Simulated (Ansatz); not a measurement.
The system is Hf2S.

```
Hf S
1.0
     3.37427    0.00000    0.00000
    -1.68714    2.92221    0.00000
     0.00000    0.00000   11.71741
Hf S
4 2
Direct
  0.33333 0.66667 0.10019
  0.66667 0.33333 0.60019
  0.33333 0.66667 0.39981
  0.66667 0.33333 0.89981
  0.00000 0.00000 0.25000
  0.00000 0.00000 0.75000
```

The cell comes from a database or a generator and needn't be the stable form of this composition.

Program: Ansatz 0.2.0. Alike in all runs: potentials or basis Ansatz PAW; no spin polarisation; cell as given; smearing fermi-dirac 0.05 eV.

Order these runs on this cell by their pressure, lowest first.
A. level PBEsol; k mesh 8 × 8 × 2; cutoff (eV) 420
B. level LDA; k mesh 9 × 9 × 3; cutoff (eV) 420; points for each segment of the path 14
C. level r2SCAN; k mesh 9 × 9 × 3; cutoff (eV) 500; points for each segment of the path 14

B (-6.3 GPa), A (-2.9 GPa), C (0.9 GPa).

Caveats: the PAW data sets come from PBE, with cores solved anew for the run's functional, which leaves a small shift of forces and pressure; the density of states is complete only up to the lowest level of the last band computed (some runs).
